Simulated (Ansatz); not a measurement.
# Site preference of a vacancy of C in graphene armchair nanoribbon, H-capped (80 atoms): runs compared

At which site of graphene armchair nanoribbon, H-capped (80 atoms) does a vacancy of C cost least, and what about the site decides it?

Computed with Ansatz 0.2.0: Kohn-Sham DFT, RPBE+D3(BJ), PAW (set soft_2), plane waves.

## (1) The cell as built

The cell holds 80 atoms: 60 C and 20 H. Cell: a = 21.304 Å, b = 18.038 Å, c = 10.000 Å, α = 90.0°, β = 90.0°, γ = 90.0°. It derives from C (graphene). Graphene (a = 2.46 Å), rectangular cell with x along the armchair direction; strip nominally 8 Å wide, 5 periods, edges capped with H, 10 Å of vacuum; minimised with a classical potential. Regions: sheet, 60 atoms (60 C); hydrogen, 20 atoms (20 H). Vacuum lies along b and c. The structure repeats along a.

Limits known from the start: The Brillouin zone is sampled at Γ only, in a cell whose periodic width is 21 Å.

## (2) The reference run

The reference is a single point at the end of the relaxation.

Every defect cell starts from the geometry of this run and is relaxed in the fixed cell.

Its input, with most atom lines left out:

```yaml
crystal:
  lattice:
    - [21.30422, 0.0, 0.0]
    - [0.0, 18.03794, 0.0]
    - [0.0, 0.0, 10.0]
  atoms:
    - { symbol: C, position: [0.03384, 0.39715, 0.5] }
    - { symbol: C, position: [0.06773, 0.33023, 0.5], spin: -0.6 }
    - { symbol: C, position: [0.13227, 0.33023, 0.5], spin: -0.6 }
    - { symbol: C, position: [0.16616, 0.39715, 0.5] }
    - { symbol: C, position: [0.03334, 0.53457, 0.5] }
    - { symbol: C, position: [0.06666, 0.46543, 0.5] }
    - { symbol: C, position: [0.13334, 0.46543, 0.5] }
    [... atom lines 8 to 80 left out ...]
magnetization:
  spin_polarized: true
kpoints:
  mp_grid: { grid: [1, 1, 1] }
hamiltonian:
  xc: rpbe
  dispersion: d3bj
scf:
  occupations: { method: gaussian, width: 0.025 }
  lower_state_search: "off"
output:
  forces: true
  populations: true
  dos:
    method: { smearing: { sigma: 0.08 } }
    de: 0.1
    projected:
      site_lists:
        C: [C]
        H: [H]
        sheet: [0, 1, 2, 3, 4, 5, 6, 7, 8, 9, 10, 11, 12, 13, 14, 15, 16, 17, 18, 19, 20, 21, 22, 23, 24, 25, 26, 27, 28, 29, 30, 31, 32, 33, 34, 35, 36, 37, 38, 39, 40, 41, 42, 43, 44, 45, 46, 47, 48, 49, 50, 51, 52, 53, 54, 55, 56, 57, 58, 59]
        hydrogen: [60, 61, 62, 63, 64, 65, 66, 67, 68, 69, 70, 71, 72, 73, 74, 75, 76, 77, 78, 79]
  eigenvalues: true
  write_density: true
  write_potential: true
  volumetric_format: npy
```

* free energy per atom: -193.4394 eV/atom
* r.m.s. force component: 0.01231 eV/Å
* total moment: 0 μB

Filled and empty levels are parted by 1.05 eV (at Γ alone); states at the surface or the caps may set this spacing.

## (3) The runs

Each row is one run, on 4 threads of Arm Neoverse V2, shared host. The free energy is the program's total, comparable only between runs with the same functional, potentials and atoms.

```tsv
run	atoms	outcome	ionic steps, all passes	free energy (eV)	time	host memory (GiB)
Single point at the start	80	converged	-	-15473.533	45 s	4.7
Relaxation	80	converged	4	-15475.154	1.7 min	4.6
Single point at the relaxed geometry	80	converged	-	-15475.154	70 s	4.8
Vacancy of C, site C2	79	converged	15	-15218.590	12 min	4.8
Vacancy of C, site C56	79	converged	10	-15215.444	8.2 min	4.8
Vacancy of C, site C34	79	converged	13	-15217.405	8.7 min	4.8
```

In some runs the program notes that starting moments were not kept and the dispersion model switches parameters near this geometry.

The surroundings of site C2, the cheapest one, after relaxation: 10 atoms, nearest first, with positions taken from that point. Atoms keep their numbers of the cell before the removal, where the removed atom was number 2.

```tsv
atom	x	y	z	distance (Å)	bonds	moment (μB)
C3	0.71	0.54	0.00	0.89	3	0.01
H62	0.71	-0.55	0.00	0.90	1	0.00
C1	-0.47	1.38	0.00	1.46	3	-0.05
H78	-2.09	-0.88	0.00	2.26	1	0.00
C52	-1.93	1.28	0.00	2.31	3	0.01
C4	1.90	1.38	0.00	2.34	3	-0.05
C51	-2.65	0.06	0.00	2.65	3	-0.01
C6	0.02	2.73	0.00	2.73	3	-0.01
C7	1.40	2.73	0.00	3.07	3	-0.01
H61	-0.43	-3.07	0.00	3.10	0	0.83
```

The column of bonds counts only the pairs C-C within 1.82 Å, C-H within 1.34 Å; other neighbours, such as metal atoms beside each other in a compound, aren't counted, and periodic images can show an atom twice.

## (4) The sites compared

All these cells hold the same atoms, so their energies can be compared with no chemical potential.

```tsv
site	neighbours	mean distance (Å)	atoms within 6 Å	energy over the best site (eV)	before relaxation (eV)	gain on relaxing (eV)	moment (μB)
C2	HC2	1.29	27	0.00	0.00	3.75	0.0
C34	C3	1.42	33	1.18	0.40	2.96	2.0
C56	C3	1.42	37	3.15	0.65	1.26	2.0
```

Neighbours are those of the relaxed host within 1.82 Å (C-C), 1.34 Å (C-H); other pairs aren't counted.

## (5) Outcome

The cheapest site is C2 (3 neighbours, HC2); the dearest, C56 (3 neighbours, C3), costs 3.1 eV more. Sites with the same first shell differ by up to 1.96 eV, from their geometry, farther neighbours or both. The chemistry differs between sites, which can decide the order more than coordination does: at C2 C moved to within 0.9 Å of the empty place and an H atom was left with no atom within 1.9 Å; at C34 C moved to within 0.8 Å of the empty place; at C56 C moved to within 1.1 Å of the empty place. At C2 (largest move 2.1 Å) other atoms changed place, so the end state is more than the plain defect. Relaxation gains 1.3 to 3.7 eV and leaves the best site the same; before relaxing the sites lay within 0.65 eV, so most of the preference arises as the atoms move.

**Limits.** Defects are neutral and interact with their images. Some cells kept symmetry operations while relaxing, which can hold them at a symmetric saddle. In the spin-polarised runs the search for a state of lower energy was switched off. Only 3 of the 60 C sites were tried; unless symmetry makes the others alike to these, a cheaper one may exist. Sites that ended on different moments differ in electronic state too. The run was spin polarised, started with 10 moments up and 10 down in a pattern of our own, ending at 0.0 μB in the cell; the starting moments vanished.

The DFT runs together took 32 min of wall time.

[Logs are printed without paths, hosts, clocks, repeated set-up lines and the standing remarks that a program may print on its own settings, such as how far it seeks lower states.]

[Hosts, paths, dates, database ids (printed as entryN), source tags and the programs' standing remarks are cut or masked in the printed files.]
